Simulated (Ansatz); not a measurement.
# Thermal properties of SiO2 from its phonons

The calculation used DFT PBE+D3(BJ), scalar-relativistic, plane waves, PAW (Ansatz). Cutoff 420 eV, 12×12×6 k-points (Γ-centred), fixed occupations. No spin polarisation. Phonons by linear response, acoustic sum rule imposed.

The cell, relaxed at this level:
```cif
data_structure
_symmetry_space_group_name_H-M 'P-3m1'
_symmetry_Int_Tables_number 164
_cell_length_a 2.6865
_cell_length_b 2.6865
_cell_length_c 4.6032
_cell_angle_alpha 90.000
_cell_angle_beta 90.000
_cell_angle_gamma 120.000
_cell_volume 28.77
loop_
_atom_site_label
_atom_site_type_symbol
_atom_site_symmetry_multiplicity
_atom_site_Wyckoff_symbol
_atom_site_fract_x
_atom_site_fract_y
_atom_site_fract_z
_atom_site_occupancy
Si1 Si 1 a 0.00000 0.00000 0.00000 1
O1 O 2 d 0.66667 0.33333 0.80109 1
```

The cell was found from a structure generator's guess, not taken from experiment. The q mesh is coarse, so values between its points are rough.

Force constants from linear response on a 3×3×2 q mesh, interpolated to a fine mesh.

(1) How much zero-point energy does an atom carry?

(2) How large are the vibrational entropy and heat capacity at 300 K?

(3) Tabulate them against temperature.

Answers

(1) 102.0 meV.

(2) S = 1.17 k_B and C_V = 1.74 k_B per atom, 58 % of the Dulong–Petit value.

(3)
```csv
T (K),F_vib (meV/atom),S (k_B/atom),C_V (k_B/atom)
100,101.5,0.16,0.31
200,98.4,0.60,1.08
300,90.8,1.17,1.74
400,78.3,1.73,2.16
500,61.1,2.25,2.41
600,39.7,2.70,2.57
700,14.7,3.10,2.67
800,-13.6,3.47,2.74
900,-44.9,3.79,2.79
1000,-78.9,4.09,2.83
```
